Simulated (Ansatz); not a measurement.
CoPt (CuAu type, space group P4/mmm)

```xyz
2
Lattice="2.6763 0.0000 0.0000 0.0000 2.6763 0.0000 0.0000 0.0000 3.7275" Properties=species:S:1:pos:R:3 pbc="T T T"
Co     1.3382     1.3382     1.8638
Pt     0.0000     0.0000     0.0000
```

The volume is varied about the relaxed value V₀ at fixed cell shape. Symmetry pins the atoms to their sites.

The numbers are results of r2SCAN (plane waves to 500 eV, PAW, scalar-relativistic; Ansatz, a program for electronic structure), not measurements. k mesh 17×17×13 (Γ-centred), Fermi-Dirac smearing 0.05 eV. E stands for the smeared free energy. CoPt was relaxed with its symmetry unable to fall. Relaxed CoPt ends ferromagnetic. Spin-orbit coupling is left out, though Pt is heavy. The magnetic order is the one the run started from; other orders were not tried. The zero of ΔE is the relaxed starting cell.

### Question
Predict the ΔE (meV/atom) at V/V₀ = 0.940, 0.955, 0.970, 0.985, 1.015, 1.030, 1.045, 1.060.

### Answer
```json
[
 {"V/V₀": "0.940", "ΔE (meV/atom)": "39"},
 {"V/V₀": "0.955", "ΔE (meV/atom)": "21"},
 {"V/V₀": "0.970", "ΔE (meV/atom)": "9"},
 {"V/V₀": "0.985", "ΔE (meV/atom)": "2"},
 {"V/V₀": "1.015", "ΔE (meV/atom)": "2"},
 {"V/V₀": "1.030", "ΔE (meV/atom)": "8"},
 {"V/V₀": "1.045", "ΔE (meV/atom)": "18"},
 {"V/V₀": "1.060", "ΔE (meV/atom)": "31"}
]
```

(A scan under strain: stresses follow from slopes of the energy per volume, elastic moduli from its curvatures.)
